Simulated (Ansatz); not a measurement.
## Structure search: one La2O3 candidate

Method: Ansatz, DFT PBE, scalar-relativistic, plane waves, PAW. Cutoff 420 eV, Gaussian smearing, Γ-centred meshes. Cell and atoms relax first on a coarse mesh and then on a finer one. In between, the cell is made exact in the group found at 0.06 Å. In metals the finer mesh still leaves noise of several meV/atom or more. The steps can't lower the symmetry of their start. No spin polarisation.

The guess for La2O3 was made by a generator: random cell by space group and Wyckoff sites (F222, No. 22). Lengths were set from tabulated atomic sizes, so they are only a guess.

Space group F222 (No. 22). a = 6.495 Å, b = 6.638 Å, c = 9.234 Å, α = 90.00°, β = 90.00°, γ = 90.00°
```csv
atom,site,symmetry,x,y,z
La,8g,..2,0.5000,0.0000,0.2406
O,8h,..2,0.7500,0.7500,0.0493
O,4a,222,0.0000,0.0000,0.0000
```

The zero of energy is the elements' standard structures at the same level (O₂ as a molecule); no fitted shifts are applied.

Problem. Describe the relaxed structure.

Solution. The symmetry goes from F222 (No. 22) to I-4m2 (No. 119). The volume per atom shrinks by 13.5 %, from 19.9 to 17.2 Å³. The shortest distance goes from 2.37 Å (O–O) to 1.98 Å (La–O). The energy falls by about 0.89 eV/atom (the start's value is from the coarse mesh). The end is written in a standard setting, so origin, axes and order of atoms can differ from the start's. Conventional cell: a = 4.937 Å, c = 7.062 Å. La has 1 O at 1.98 Å, 2 O at 2.73 Å, 2 O at 2.94 Å, 1 La at 3.09 Å and 2 O at 3.14 Å; around O on a site of symmetry 2mm lie 2 O at 2.50 Å, 2 La at 2.73 Å, 1 O at 2.75 Å, 2 La at 2.94 Å and 2 La at 3.14 Å; O on a site of symmetry -4m2 has 2 La at 1.98 Å and 4 O at 2.50 Å.

```cif
data_structure
_symmetry_space_group_name_H-M 'P 1'
_symmetry_Int_Tables_number 1
_cell_length_a 4.9653
_cell_length_b 4.9653
_cell_length_c 4.9653
_cell_angle_alpha 120.375
_cell_angle_beta 120.375
_cell_angle_gamma 89.351
_cell_volume 86.06
loop_
_atom_site_label
_atom_site_type_symbol
_atom_site_fract_x
_atom_site_fract_y
_atom_site_fract_z
_atom_site_occupancy
La1 La 0.71897 0.71897 0.00000 1
La2 La 0.28103 0.28103 0.00000 1
O1 O 0.05513 0.55513 0.50000 1
O2 O 0.44487 0.94487 0.50000 1
O3 O 0.00000 0.00000 0.00000 1
```

Problem. Give its energy and gap.

Solution. The energy over the elements is −1.84 eV/atom and the gap on the 12×12×12 mesh of the 5-atom cell is 0.05 eV by band count, less than the smearing, so the run treats it as a metal.

The last run used Gaussian smearing of 0.10 eV. A structure relaxed within its symmetry needn't be a true minimum. In all, the 3 runs took 3.9 min on 1 thread of Intel(R) Xeon(R) Platinum 8488C (Sapphire Rapids) (shared host). Another cell of La2O3 relaxed alike, in P-3m1 (a Materials Project cell), lies 1.56 eV/atom lower, so this cell isn't the stable form at this level.
